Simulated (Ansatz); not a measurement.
Input of an Ansatz 0.2.0 run:

Contents of input.yaml:

```yaml
crystal:
  lattice:
    - [3.811, 0.0, 0.0]
    - [-1.9055, 3.3004228138, 0.0]
    - [0.0, 0.0, 6.234]
  atoms:
    - { symbol: Zn, position: [0.6666666667, 0.3333333333, 0.5] }
    - { symbol: Zn, position: [0.3333333333, 0.6666666667, 0.0] }
    - { symbol: S, position: [0.6666666667, 0.3333333333, 0.885] }
    - { symbol: S, position: [0.3333333333, 0.6666666667, 0.385] }
hamiltonian:
  xc: rpbe
  pseudopotentials: { kind: paw }
kpoints:
  mp_grid: { grid: [8, 8, 5] }
  band_path:
    path:
      - [[0.0, 0.0, 0.0], [0.5, 0.0, 0.0], [0.3333333333, 0.3333333333, 0.0], [0.0, 0.0, 0.0], [0.0, 0.0, 0.5], [0.5, 0.0, 0.5], [0.3333333333, 0.3333333333, 0.5], [0.0, 0.0, 0.5]]
      - [[0.5, 0.0, 0.5], [0.5, 0.0, 0.0]]
      - [[0.3333333333, 0.3333333333, 0.0], [0.3333333333, 0.3333333333, 0.5]]
    npoints: 14
scf:
  occupations: { method: fermi_dirac, width: 0.05 }
  n_extra_bands: 10
output:
  forces: true
  stress: true
  eigenvalues: true
  fatbands: true
```

Potentials or basis: Ansatz PAW.

Run with:

```bash
$ ansatz run input.yaml --threads 2 --pin off --max-ram 5632MiB --backend cpu --events-out ev --progress --plain --runs-dir out
```

Q: What does it give for the largest force?

A: 0.326 eV/Å.

Q: Predict the band gap on the k mesh.

A: 2.42 eV, direct.

Q: Predict the band gap along the path.

A: 2.42 eV, direct.

Q: Predict the pressure.

A: 4.9 GPa.

Levels at the corners of the path, in eV from the valence-band top:
```tsv
point	band 14	band 15	band 16	band 17	band 18	band 19	band 20	band 21	band 22	band 23
Γ	-0.85	-0.85	-0.01	-0.01	0.00	2.42	3.12	6.35	6.35	6.65
M	-4.17	-3.12	-2.23	-1.53	-0.98	3.74	4.37	5.30	7.18	7.50
K	-4.32	-3.82	-2.19	-2.19	-2.19	4.62	5.98	5.98	7.99	7.99
Γ	-0.85	-0.85	-0.01	-0.01	0.00	2.42	3.12	6.35	6.35	6.65
A	-2.72	-0.45	-0.45	-0.45	-0.45	3.64	3.64	6.77	6.77	6.77
L	-4.85	-1.65	-1.65	-1.52	-1.52	3.75	3.75	5.23	5.23	9.01
H	-4.73	-3.07	-3.07	-1.25	-1.25	4.63	4.63	6.63	6.63	7.38
A	-2.72	-0.45	-0.45	-0.45	-0.45	3.64	3.64	6.77	6.77	6.77
L	-4.85	-1.65	-1.65	-1.52	-1.52	3.75	3.75	5.23	5.23	9.01
M	-4.17	-3.12	-2.23	-1.53	-0.98	3.74	4.37	5.30	7.18	7.50
K	-4.32	-3.82	-2.19	-2.19	-2.19	4.62	5.98	5.98	7.99	7.99
H	-4.73	-3.07	-3.07	-1.25	-1.25	4.63	4.63	6.63	6.63	7.38
```

Caveat: the PAW data sets come from PBE, with cores solved anew for the run's functional, which leaves a small shift of forces and pressure.

**What was measured.**

From a printed reference work, monograph, for a bulk crystal of ZnS at 4 K: band gap 3.911 eV (direct).

Against the measured gap of ZnS, 3.911 eV (direct; 4 K; a printed reference work, monograph), the calculated 2.42 eV is off by -1.49 eV. The value is that of RPBE, without temperature or zero-point motion. Semilocal functionals fall short of measured gaps as a rule.
